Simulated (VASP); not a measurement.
## C62N (a cell with a defect): relaxation of the atoms with PBE

C62N (a cell with a defect):

```
N C
1.0
     7.14310    0.00000    0.00000
     0.00000    7.14310    0.00000
     0.00000    0.00000    7.14310
N C
1 62
Direct
  0.12500 0.12500 0.12500
  0.00000 0.25000 0.25000
  0.12500 0.37500 0.37500
  0.25000 0.00000 0.25000
  0.37500 0.12500 0.37500
  0.25000 0.25000 0.00000
  0.37500 0.37500 0.12500
  0.00000 0.00000 0.50000
  0.12500 0.12500 0.62500
  0.00000 0.25000 0.75000
  0.12500 0.37500 0.87500
  0.25000 0.00000 0.75000
  0.37500 0.12500 0.87500
  0.25000 0.25000 0.50000
  0.37500 0.37500 0.62500
  0.00000 0.50000 0.00000
  0.12500 0.62500 0.12500
  0.00000 0.75000 0.25000
  0.12500 0.87500 0.37500
  0.25000 0.50000 0.25000
  0.37500 0.62500 0.37500
  0.25000 0.75000 0.00000
  0.37500 0.87500 0.12500
  0.00000 0.50000 0.50000
  0.12500 0.62500 0.62500
  0.00000 0.75000 0.75000
  0.12500 0.87500 0.87500
  0.25000 0.50000 0.75000
  0.37500 0.62500 0.87500
  0.25000 0.75000 0.50000
  0.37500 0.87500 0.62500
  0.50000 0.00000 0.00000
  0.62500 0.12500 0.12500
  0.50000 0.25000 0.25000
  0.62500 0.37500 0.37500
  0.75000 0.00000 0.25000
  0.87500 0.12500 0.37500
  0.75000 0.25000 0.00000
  0.87500 0.37500 0.12500
  0.50000 0.00000 0.50000
  0.62500 0.12500 0.62500
  0.50000 0.25000 0.75000
  0.62500 0.37500 0.87500
  0.75000 0.00000 0.75000
  0.87500 0.12500 0.87500
  0.75000 0.25000 0.50000
  0.87500 0.37500 0.62500
  0.50000 0.50000 0.00000
  0.62500 0.62500 0.12500
  0.50000 0.75000 0.25000
  0.62500 0.87500 0.37500
  0.75000 0.50000 0.25000
  0.87500 0.62500 0.37500
  0.75000 0.75000 0.00000
  0.87500 0.87500 0.12500
  0.50000 0.50000 0.50000
  0.62500 0.62500 0.62500
  0.50000 0.75000 0.75000
  0.62500 0.87500 0.87500
  0.75000 0.50000 0.75000
  0.87500 0.62500 0.87500
  0.75000 0.75000 0.50000
  0.87500 0.87500 0.62500
```

The cell was built by a generator and needn't be a form met in nature.

```
Program                : VASP 6.6.1
Task                   : relaxation of the atoms
Functional             : PBE
Potentials or basis    : VASP PAW PBE potentials, release 64 (N, C)
Cutoff                 : 420 eV
k mesh                 : 1 × 1 × 1
Occupations            : gaussian, width 0.01 eV
Spin                   : collinear spin, ferromagnetic start
Fixed moment           : 2 μB
Pname                  : qdf-nv-64
Further INCAR settings : LREAL = Auto; ALGO = Normal; EDIFF = 1e-05; ISYM = 0; IBRION = 2; EDIFFG = -0.01; NSW = 40; NELECT = 254
```

```
Energy gained by relaxing                             : 15.7 meV/atom
Ionic steps                                           : 14
Largest force after relaxing                          : 0.009 eV/Å
Net moment                                            : 2.00 μB per cell
Site moments                                          : N +0.01; C -0.00, +0.00, +0.01, -0.01, +0.02, +0.33, +0.03 μB
Valence electrons inside the program's atomic spheres : N 3.90; C 2.55, 2.60, 2.59, 2.58, 2.61
```

Forces in eV/Å, atoms in the order of the input:
```
N    0.003  0.003  0.003
C    0.002  0.000  0.000
C    0.004  0.001  0.001
C    0.000  0.002  0.000
C    0.001  0.003  0.001
C    0.000  0.000  0.002
C    0.001  0.001  0.004
C    0.001  0.001  0.000
C   -0.001 -0.001  0.001
C    0.001 -0.005  0.003
C    0.001 -0.001  0.002
C   -0.005  0.001  0.003
C   -0.001  0.001  0.002
C   -0.004 -0.004  0.001
C   -0.003 -0.003  0.004
C    0.001  0.000  0.001
C   -0.001  0.001 -0.001
C    0.001  0.003 -0.005
C    0.001  0.002 -0.001
C   -0.004  0.001 -0.004
C   -0.003  0.004 -0.003
C   -0.005  0.003  0.000
C   -0.001  0.002  0.001
C   -0.001 -0.002 -0.002
C    0.008  0.002  0.002
C   -0.002  0.000  0.000
C   -0.006  0.002  0.002
C   -0.006  0.000  0.005
C   -0.001  0.000 -0.004
C   -0.006  0.005  0.000
C   -0.001 -0.004  0.000
C    0.000  0.001  0.001
C    0.001 -0.001 -0.001
C    0.001 -0.004 -0.004
C    0.004 -0.003 -0.003
C    0.003  0.001 -0.005
C    0.002  0.001 -0.001
C    0.003 -0.005  0.001
C    0.002 -0.001  0.001
C   -0.002 -0.001 -0.002
C    0.002  0.008  0.002
C    0.000 -0.006  0.005
C    0.000 -0.001 -0.004
C    0.000 -0.002  0.000
C    0.002 -0.006  0.002
C    0.005 -0.006  0.000
C   -0.004 -0.001  0.000
C   -0.002 -0.002 -0.001
C    0.002  0.002  0.008
C    0.000  0.005 -0.006
C    0.000 -0.004 -0.001
C    0.005  0.000 -0.006
C   -0.004  0.000 -0.001
C    0.000  0.000 -0.002
C    0.002  0.002 -0.006
C    0.000  0.000  0.000
C    0.002  0.002  0.002
C    0.000  0.004  0.004
C   -0.003 -0.001 -0.001
C    0.004  0.000  0.004
C   -0.001 -0.003 -0.001
C    0.004  0.004  0.000
C   -0.001 -0.001 -0.003
```

Step by step:
| step | energy change (eV) | largest force (eV/Å) | pressure (GPa) |
| --- | --- | --- | --- |
| 1 | 0.0000 | 3.2029 | 5.06 |
| 2 | -0.3796 | 2.9062 | 7.39 |
| 3 | -0.7789 | 1.0747 | 6.05 |
| 4 | -0.8494 | 1.0328 | 7.10 |
| 5 | -0.9492 | 0.3293 | 6.59 |
| 6 | -0.9649 | 0.3336 | 6.84 |
| 7 | -0.9805 | 0.1386 | 6.72 |
| 8 | -0.9842 | 0.1345 | 6.78 |
| 9 | -0.9855 | 0.0680 | 6.76 |
| 10 | -0.9861 | 0.0400 | 6.77 |
| 11 | -0.9862 | 0.0368 | 6.77 |
| 12 | -0.9866 | 0.0173 | 6.77 |
| 13 | -0.9866 | 0.0174 | 6.77 |
| 14 | -0.9867 | 0.0085 | 6.76 |

Final structure:
```
N C
1.0
     7.14310    0.00000    0.00000
     0.00000    7.14310    0.00000
     0.00000    0.00000    7.14310
N C
1 62
Direct
  0.13760 0.13760 0.13760
  0.00604 0.24979 0.24979
  0.12528 0.37653 0.37653
  0.24979 0.00604 0.24979
  0.37653 0.12528 0.37653
  0.24979 0.24979 0.00604
  0.37653 0.37653 0.12528
  0.99988 0.99988 0.49997
  0.12428 0.12428 0.62614
  0.99837 0.24747 0.75198
  0.12357 0.37279 0.87736
  0.24747 0.99837 0.75198
  0.37279 0.12357 0.87736
  0.25001 0.25001 0.50139
  0.37466 0.37466 0.62583
  0.99988 0.49997 0.99988
  0.12428 0.62614 0.12428
  0.99837 0.75198 0.24747
  0.12357 0.87736 0.37279
  0.25001 0.50139 0.25001
  0.37466 0.62583 0.37466
  0.24747 0.75198 0.99837
  0.37279 0.87736 0.12357
  0.99998 0.49990 0.49990
  0.12395 0.62359 0.62359
  0.00126 0.75035 0.75035
  0.13281 0.86428 0.86428
  0.24959 0.49892 0.75093
  0.37550 0.62409 0.87541
  0.24959 0.75093 0.49892
  0.37550 0.87541 0.62409
  0.49997 0.99988 0.99988
  0.62614 0.12428 0.12428
  0.50139 0.25001 0.25001
  0.62583 0.37466 0.37466
  0.75198 0.99837 0.24747
  0.87736 0.12357 0.37279
  0.75198 0.24747 0.99837
  0.87736 0.37279 0.12357
  0.49990 0.99998 0.49990
  0.62359 0.12395 0.62359
  0.49892 0.24959 0.75093
  0.62409 0.37550 0.87541
  0.75035 0.00126 0.75035
  0.86428 0.13281 0.86428
  0.75093 0.24959 0.49892
  0.87541 0.37550 0.62409
  0.49990 0.49990 0.99998
  0.62359 0.62359 0.12395
  0.49892 0.75093 0.24959
  0.62409 0.87541 0.37550
  0.75093 0.49892 0.24959
  0.87541 0.62409 0.37550
  0.75035 0.75035 0.00126
  0.86428 0.86428 0.13281
  0.50007 0.50007 0.50007
  0.62505 0.62505 0.62505
  0.50009 0.75011 0.75011
  0.62540 0.87518 0.87518
  0.75011 0.50009 0.75011
  0.87518 0.62540 0.87518
  0.75011 0.75011 0.50009
  0.87518 0.87518 0.62540
```

Wall time 2.5 min on 8 MPI ranks on Intel(R) Xeon(R) Platinum 8375C CPU @ 2.90GHz (Ice Lake), on a shared host, peak memory 0.15 GiB a rank.

Caveat: the cell carries a net charge on a neutralising background, which shifts energy and pressure; the cell is charged against a uniform background, so pressure and absolute levels hang on convention; the cutoff is under 1.25 times the usual one of these potentials, so pressure, stress and relaxed cells hold a basis-set (Pulay) error; the total moment is fixed, so each spin has its own Fermi level.
